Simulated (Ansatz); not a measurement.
## How far is this SnSe from the hull?

All numbers below come from DFT PBE, scalar-relativistic, plane waves, PAW (Ansatz). All cells share a 420 eV cutoff and Γ-centred k meshes spaced at most about 0.3 Å⁻¹ (2π included). No spin polarisation.

Energies over the elements count from the elements' standard structures at the same level, with no fitted energy shifts. The references include grey tin.

These are static total energies at zero pressure. Weakly bound directions are ill-defined at this level, which has no dispersion term (Pnma), and this can change margins and order among such cells. The reference form of Se is held partly by dispersion forces, which this level lacks.

The competitors are the elements and 2 reference phases of this chemical system (from databases or known types: SnSe, SnSe2), relaxed at the same level; other known phases may be missing.

The candidate was reached from: ordered vacancies on the anion sites of fluorite.

Space group F-43m (No. 216). a = 6.782 Å, b = 6.782 Å, c = 6.782 Å, α = 90.00°, β = 90.00°, γ = 90.00°
| atom | site | symmetry | x | y | z |
| --- | --- | --- | --- | --- | --- |
| Sn | 4a | -43m | 0.0000 | 0.0000 | 0.0000 |
| Se | 4c | -43m | 0.2500 | 0.2500 | 0.2500 |

Question: Where does it stand against these competitors?

Answer: Not the lowest form: another structure of the same formula lies lower. Its formation energy is -0.202 eV/atom. The lowest competing phase at this composition is this:

| phase | space group | source | share of atoms | ΔE_f (eV/atom) |
| --- | --- | --- | --- | --- |
| SnSe | Pnma (No. 62) | Materials Project | 1.0000 | -0.438 |

The candidate lies 0.24 eV/atom above this phase. The candidate matches no cell in the subsets of the Crystallography Open Database and the Materials Project at hand. A phase this far over the hull is unlikely to be made. Checks: unstable against strain, though with no imaginary mode at Γ (other wave vectors untested). So it is a saddle point, neither stable nor metastable. It has the zinc blende type.
